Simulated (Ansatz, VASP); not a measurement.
Pd: VASP beside Ansatz

The input INCAR:

```
SYSTEM = Pd
PREC = Accurate ; ENCUT = 520
EDIFF = 1E-7 ; ISMEAR = -1
SIGMA = 0.05 ; LREAL = .FALSE.
LASPH = .TRUE. ; NELM = 100
ALGO = Normal ; ISIF = 2
LWAVE = .FALSE. ; LCHARG = .FALSE.
GGA = PE ; NBANDS = 17
```

The input KPOINTS:

```
regular mesh
0
G
  11 11 6
  0 0 0
```

Contents of POSCAR:

```
Pd
1.0
    2.8021004509      0.0000000000      0.0000000000
   -1.4010502255      2.4266901745      0.0000000000
    0.0000000000      0.0000000000      4.6595488139
Pd
2
Direct
    0.3333333333      0.6666666667      0.2500000000
    0.6666666667      0.3333333333      0.7500000000
```

The input input.yaml:

```yaml
crystal:
  lattice:
    - [2.8021004509, 0.0, 0.0]
    - [-1.4010502255, 2.4266901745, 0.0]
    - [0.0, 0.0, 4.6595488139]
  atoms:
    - { symbol: Pd, position: [0.3333333333, 0.6666666667, 0.25] }
    - { symbol: Pd, position: [0.6666666667, 0.3333333333, 0.75] }
hamiltonian:
  xc: pbe
  pseudopotentials: { kind: paw }
kpoints:
  mp_grid: { grid: [11, 11, 6] }
scf:
  occupations: { method: fermi_dirac, width: 0.05 }
output:
  forces: true
  stress: true
  eigenvalues: true
```

Change from the starting cell: volume scaled by 1.02.

Alike in both runs: task single point; functional PBE; k mesh 11 × 11 × 6; occupations fermi-dirac, width 0.05 eV; no spin polarisation.

|  | VASP | Ansatz |
| --- | --- | --- |
| version | VASP 6.6.1 | Ansatz 0.2.0 |
| potentials or method | VASP PAW PBE potentials, release 64 (Pd) | Ansatz PAW |
| plane-wave cutoff (eV) | 520 | 420 |
| valence electrons in the cell | 20 | 36 |

Ansatz gave:

```
gap on the k mesh at the Fermi level (eV)       : none
pressure (GPa)                                  : -4.3
largest component of the traceless stress (GPa) : 0.21
```

Task: What did VASP give for the same quantities?

Result: gap on the k mesh at the Fermi level (eV): none; pressure (GPa): -4.5; largest component of the traceless stress (GPa): 0.16.

A gap of «none» marks a metal or a gap that the smearing closes. The two sets of potentials don't hold the same shells in valence.
